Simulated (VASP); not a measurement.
# BAs (F-43m) in VASP: a series of runs

The runs below take BAs through dielectric tensor, with PBE.

Everything below comes from runs of VASP 6.6.1. Logs are shortened: lines on timing, memory, paths and dates and some standing lists are left out, and cuts for length are marked.

### Step 1. The structure

It takes space group F-43m (No. 216, cubic). Conventional cell: a = 4.777 Å, b = 4.777 Å, c = 4.777 Å, α = 90.00°, β = 90.00°, γ = 90.00°. Around As (site symmetry -43m) lie 4 B at 2.07 Å. B (site symmetry -43m) has 4 As at 2.07 Å as nearest neighbours.

### Step 2. Dielectric tensor, PBE

File INCAR:

```
SYSTEM = BAs
ALGO = Normal ; EDIFF = 1E-8
ENCUT = 460 ; GGA = PE
ISIF = 2 ; ISMEAR = 0
LASPH = .True. ; LCHARG = .False.
LEPSILON = .True. ; LREAL = .False.
LWAVE = .False. ; NELM = 100
PREC = Accurate ; SIGMA = 0.01
```

File KPOINTS:

```
k-points
0
Gamma
  8 8 8
  0 0 0
```

File POSCAR:

```
BAs
1.0
    0.0000000000      2.3885000000      2.3885000000
    2.3885000000      0.0000000000      2.3885000000
    2.3885000000      2.3885000000      0.0000000000
As B
1 1
Direct
    0.7500000000      0.7500000000      0.7500000000
    0.0000000000      0.0000000000      0.0000000000
```

Potentials or basis: VASP PAW PBE potentials, release 64 (As, B).

Started as:

```
> cat potpaw_PBE.64/As/POTCAR potpaw_PBE.64/B/POTCAR > POTCAR
> mpirun -np 1 vasp_std > vasp.out
```

OUTCAR:

```text
SYSTEM = BAs
   EDIFF = 1E-8
   ENCUT = 460
   GGA = PE
   ISIF = 2
   ISMEAR = 0
   LASPH = .True.
   LEPSILON = .True.
   LREAL = .False.
   NELM = 100
   PREC = Accurate

 Found     29 irreducible k-points:

 Following reciprocal coordinates:
            Coordinates               Weight
  0.000000  0.000000  0.000000      1.000000
  0.125000  0.000000  0.000000      8.000000
  0.250000  0.000000  0.000000      8.000000
  0.375000  0.000000  0.000000      8.000000
  0.500000  0.000000  0.000000      4.000000
  0.125000  0.125000  0.000000      6.000000
   k-points           NKPTS =     29   k-points in BZ     NKDIM =     29   number of bands    NBANDS=      8
   number of dos      NEDOS =    301   number of ions     NIONS =      2
   total plane-waves  NPLWV =  13824
   dimension x,y,z NGX =    24 NGY =   24 NGZ =   24
   dimension x,y,z NGXF=    48 NGYF=   48 NGZF=   48
   ions per type =               1   1
   NGX,Y,Z   is equivalent  to a cutoff of  11.81, 11.81, 11.81 a.u.
   NGXF,Y,Z  is equivalent  to a cutoff of  23.62, 23.62, 23.62 a.u.
 SYSTEM =  BAs
   PREC   = accura    normal or accurate (medium, high low for compatibility)
   ISTART =      0    job   : 0-new  1-cont  2-samecut
   ICHARG =      2    charge: 1-file 2-atom 10-const
   ISPIN  =      1    spin polarized calculation?
   LNONCOLLINEAR =      F non collinear calculations
   LSORBIT =      F    spin-orbit coupling
   LASPH  =      T    aspherical Exc in radial PAW
   ENCUT  =  460.0 eV  33.81 Ry    5.81 a.u.   5.91  5.91  5.91*2*pi/ulx,y,z
   NELM   =    100;   NELMIN=  2; NELMDL= -5     # of ELM steps
   EDIFF  = 0.1E-07   stopping-criterion for ELM
   LREAL  =      F    real-space projection
   EDIFFG = 0.1E-06   stopping-criterion for IOM
   NSW    =      0    number of steps for IOM
   IBRION =     -1    ionic relax: 0-MD 1-quasi-New 2-CG
   NFREE  =      0    steps in history (QN), initial steepest desc. (CG)
   ISIF   =      2    stress and relaxation
   ISYM   =      2    0-nonsym 1-usesym 2-fastsym
   POTIM  = 0.5000    time-step for ionic-motion
   TEBEG  =    0.0;   TEEND  =   0.0 temperature during run
   PSTRESS=    0.0 pullay stress
   NELECT =       8.0000    total number of electrons
   NUPDOWN=      -1.0000    fix difference up-down
   EMIN   =  10.00;   EMAX   =-10.00  energy-range for DOS
   EFERMI =   0.00;   METHOD = LEGACY
   ISMEAR =     0;   SIGMA  =   0.01  broadening in eV -4-tet -1-fermi 0-gaus
   EFERMI_NEDOS =   21; number of points for ismear=-14 and -15
   IALGO  =     38    algorithm
   IMIX   =      4    mixing-type and parameters
     AMIX     =   0.40;   BMIX     =  1.00
     AMIX_MAG =   1.60;   BMIX_MAG =  1.00
[... 116 lines left out ...]
      0.00000      0.00000      0.00000         0.000000      0.000000      0.000000
 -----------------------------------------------------------------------------------
    total drift:                               -0.000000     -0.000000     -0.000000

  FREE ENERGIE OF THE ION-ELECTRON SYSTEM (eV)
  ---------------------------------------------------
  free  energy   TOTEN  =       -11.4036233815 eV

  energy  without entropy=      -11.4036233815  energy(sigma->0) =      -11.40362338

 HEAD OF MICROSCOPIC STATIC DIELECTRIC TENSOR (INDEPENDENT PARTICLE, excluding Hartree and local field effects)
 ------------------------------------------------------
          10.472363    -0.000000    -0.000000
           0.000000    10.472363     0.000000
           0.000000     0.000000    10.472363
 ------------------------------------------------------

 Free energy of the ion-electron system (eV)
  ---------------------------------------------------
  ---------------------------------------------------
  free energy    TOTEN  =        -0.74600517 eV

  energy without entropy =       -0.74600517

------------------------ aborting loop because EDIFF is reached ----------------------------------------

--------------------------------------- Ionic step        2  -------------------------------------------

------------------------ aborting loop because EDIFF is reached ----------------------------------------

--------------------------------------- Ionic step        3  -------------------------------------------

 Free energy of the ion-electron system (eV)
  ---------------------------------------------------
  ---------------------------------------------------
  free energy    TOTEN  =        -0.74600537 eV

  energy without entropy =       -0.74600537

------------------------ aborting loop because EDIFF is reached ----------------------------------------

 PIEZOELECTRIC TENSOR FIELD DIRECTION 3  (e Angst)
 -----------------------------------------------------------------------------
    -0.00021 -0.15028  0.00000           ( -0.00000 -0.10116  0.00000)
    -0.15028 -0.00021  0.00000           ( -0.10116 -0.00000  0.00000)
     0.00000  0.00000 -0.00037           (  0.00000  0.00000 -0.00000)

 PIEZOELECTRIC TENSOR FIELD DIRECTION 3  (C/m^2)
 -----------------------------------------------------------------------------
    -0.00012 -0.08835  0.00000
    -0.08835 -0.00012  0.00000
     0.00000  0.00000 -0.00022

 MACROSCOPIC STATIC DIELECTRIC TENSOR (including local field effects in DFT)
 ------------------------------------------------------
          10.175791     0.000000    -0.000000
           0.000000    10.175791     0.000000
           0.000000     0.000000    10.175791
 ------------------------------------------------------

 PIEZOELECTRIC TENSOR (including local field effects)  for field in x, y, z        (e  Angst)
          XX          YY          ZZ          XY          YZ          ZX
  --------------------------------------------------------------------------------
  x     0.00000    -0.00000     0.00000     0.00000    -0.14250     0.00000
  y     0.00000     0.00000     0.00000     0.00000     0.00000    -0.14250
  z     0.00000     0.00000     0.00000    -0.14250     0.00000     0.00000

 PIEZOELECTRIC TENSOR (including local field effects)  for field in x, y, z        (C/m^2)
          XX          YY          ZZ          XY          YZ          ZX
  --------------------------------------------------------------------------------
  x     0.00000    -0.00000     0.00000     0.00000    -0.08377     0.00000
  y     0.00000     0.00000     0.00000     0.00000     0.00000    -0.08377
  z     0.00000     0.00000     0.00000    -0.08377     0.00000     0.00000

 BORN EFFECTIVE CHARGES (including local field effects) (in |e|, cummulative output)
 ---------------------------------------------------------------------------------
 ion    1
    1     0.52368     0.00000    -0.00000
    2     0.00000     0.52368     0.00000
    3    -0.00000     0.00000     0.52368
 ion    2
    1    -0.52368    -0.00000     0.00000
    2    -0.00000    -0.52368    -0.00000
    3     0.00000    -0.00000    -0.52368
```

It took 30 s on 1 thread of Intel Xeon 6975P-C (Granite Rapids), shared host; peak memory 0.17 GiB.

The run converged, but some of its settings lie outside the range that counts as converged, so its numbers aren't taken as properties of the crystal.

What came out:

```
Band gap on the k mesh                  : 1.19 eV, indirect (least direct gap 3.28 eV)
Electronic dielectric tensor (diagonal) : 10.18
Born charges (mean of the diagonal)     : As +0.52; B -0.52 e
```

### Step 3. Dielectric tensor, PBE

INCAR, as its differences from that of step 2:

```diff
@@ -1,4 +1,4 @@
 SYSTEM = BAs
-ALGO = Normal ; EDIFF = 1E-8
-ENCUT = 460 ; GGA = PE
+ALGO = Normal ; EDIFF = 1E-4
+ENCUT = 400 ; GGA = PE
 ISIF = 2 ; ISMEAR = 0
```

File KPOINTS:

```
k-points
0
Gamma
  9 9 9
  0 0 0
```

POSCAR is that of step 2.

Potentials or basis: VASP PAW PBE potentials, release 64 (As, B).

Started as:

```
> cat potpaw_PBE.64/As/POTCAR potpaw_PBE.64/B/POTCAR > POTCAR
> mpirun -np 1 vasp_std > vasp.out
```

OUTCAR:

```text
SYSTEM = BAs
   EDIFF = 1E-4
   ENCUT = 400
   GGA = PE
   ISIF = 2
   ISMEAR = 0
   LASPH = .True.
   LEPSILON = .True.
   LREAL = .False.
   NELM = 100
   PREC = Accurate

 Found     35 irreducible k-points:

 Following reciprocal coordinates:
            Coordinates               Weight
  0.000000  0.000000  0.000000      1.000000
  0.111111  0.000000  0.000000      8.000000
  0.222222  0.000000  0.000000      8.000000
  0.333333  0.000000  0.000000      8.000000
  0.444444  0.000000  0.000000      8.000000
  0.111111  0.111111  0.000000      6.000000
   k-points           NKPTS =     35   k-points in BZ     NKDIM =     35   number of bands    NBANDS=      8
   number of dos      NEDOS =    301   number of ions     NIONS =      2
   total plane-waves  NPLWV =  13824
   dimension x,y,z NGX =    24 NGY =   24 NGZ =   24
   dimension x,y,z NGXF=    48 NGYF=   48 NGZF=   48
   ions per type =               1   1
   NGX,Y,Z   is equivalent  to a cutoff of  11.81, 11.81, 11.81 a.u.
   NGXF,Y,Z  is equivalent  to a cutoff of  23.62, 23.62, 23.62 a.u.
 SYSTEM =  BAs
   PREC   = accura    normal or accurate (medium, high low for compatibility)
   ISTART =      0    job   : 0-new  1-cont  2-samecut
   ICHARG =      2    charge: 1-file 2-atom 10-const
   ISPIN  =      1    spin polarized calculation?
[... 180 lines left out ...]
  free energy    TOTEN  =        -0.73056788 eV

  energy without entropy =       -0.73056788

------------------------ aborting loop because EDIFF is reached ----------------------------------------

 PIEZOELECTRIC TENSOR FIELD DIRECTION 3  (e Angst)
 -----------------------------------------------------------------------------
    -0.00031 -0.15697  0.00000           (  0.00000 -0.10037  0.00000)
    -0.15697 -0.00031  0.00000           ( -0.10037  0.00000  0.00000)
     0.00000  0.00000 -0.00025           (  0.00000  0.00000 -0.00000)

 PIEZOELECTRIC TENSOR FIELD DIRECTION 3  (C/m^2)
 -----------------------------------------------------------------------------
    -0.00018 -0.09228  0.00000
    -0.09228 -0.00018  0.00000
     0.00000  0.00000 -0.00015

 MACROSCOPIC STATIC DIELECTRIC TENSOR (including local field effects in DFT)
 ------------------------------------------------------
           9.980108    -0.000000    -0.000000
           0.000000     9.980108     0.000000
          -0.000000     0.000000     9.980108
 ------------------------------------------------------

 PIEZOELECTRIC TENSOR (including local field effects)  for field in x, y, z        (e  Angst)
          XX          YY          ZZ          XY          YZ          ZX
  --------------------------------------------------------------------------------
  x     0.00000     0.00000    -0.00000     0.00000    -0.14979     0.00000
  y     0.00000    -0.00000     0.00000     0.00000     0.00000    -0.14979
  z     0.00000     0.00000     0.00000    -0.14979     0.00000     0.00000

 PIEZOELECTRIC TENSOR (including local field effects)  for field in x, y, z        (C/m^2)
          XX          YY          ZZ          XY          YZ          ZX
  --------------------------------------------------------------------------------
  x     0.00000     0.00000    -0.00000     0.00000    -0.08806     0.00000
  y     0.00000    -0.00000     0.00000     0.00000     0.00000    -0.08806
  z     0.00000     0.00000     0.00000    -0.08806     0.00000     0.00000

 BORN EFFECTIVE CHARGES (including local field effects) (in |e|, cummulative output)
 ---------------------------------------------------------------------------------
 ion    1
    1     0.52747     0.00000    -0.00000
    2    -0.00000     0.52747    -0.00000
    3     0.00000    -0.00000     0.52747
 ion    2
    1    -0.52747     0.00000     0.00000
    2     0.00000    -0.52747     0.00000
    3    -0.00000     0.00000    -0.52747
```

Run time: 25 s. Hardware: 1 thread of Intel Xeon 6975P-C (Granite Rapids), shared host; peak memory 0.18 GiB.

The run converged, but some of its settings lie outside the range that counts as converged, so its numbers aren't taken as properties of the crystal.

What came out:

```
Band gap on the k mesh                  : 1.23 eV, indirect (least direct gap 3.28 eV)
Electronic dielectric tensor (diagonal) : 9.98
Born charges (mean of the diagonal)     : As +0.53; B -0.53 e
```

Caveat: an odd mesh through Γ misses points on the zone boundary, where band edges often lie.

(Continued in part 2 of 2.)
